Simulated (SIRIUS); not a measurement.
The system is Fe.

```
Fe
1.0
    -1.44300    1.44300    1.44300
     1.44300   -1.44300    1.44300
     1.44300    1.44300   -1.44300
Fe
1
Direct
  0.00000 0.00000 0.00000
```

```yaml
Program: SIRIUS 7.12.0
Task: relaxation of cell and atoms
Functional: revPBE
Dispersion: D4
Potentials_or_basis: PseudoDojo 0.4.1 PBE standard (scalar relativistic)
Cutoff: 1228 eV
Density_cutoff: 4912 eV
k_mesh: 6 × 6 × 6
Occupations: fermi-dirac, width 0.05 eV
Spin: collinear spin, ferromagnetic start
Starting_moments: "[3.0] μB"
```

At the start: pressure -13.6 GPa; volume 12.02 Å³/atom.

Question: How do energy, volume and symmetry change on relaxing?

Answer: Over 4 steps the energy falls by 40.8 meV/atom and the volume is 11.15 Å³/atom (-7.2 %); space group Im-3m (No. 229, to 0.05 Å); moment 2.22 μB per cell.

The path:
```tsv
step	energy change (eV)	largest force (eV/Å)	pressure (GPa)	volume (Å³)
1	0.0000	0.0000	-13.62	12.02
2	-0.0334	0.0000	-6.70	11.50
3	-0.0403	0.0000	1.77	11.06
4	-0.0408	0.0000	-0.09	11.15
```

Final structure:
```
Fe
1.0
    -1.40743    1.40743    1.40743
     1.40743   -1.40743    1.40743
     1.40743    1.40743   -1.40743
Fe
1
Cartesian
  0.0000 0.0000 0.0000
```

Caveat: the k mesh is coarse (spacing up to 0.51 Å⁻¹), so the values aren't converged; the potentials were made for another functional, which shifts forces and pressure; pairwise dispersion overbinds metals, which lowers pressure and volume.
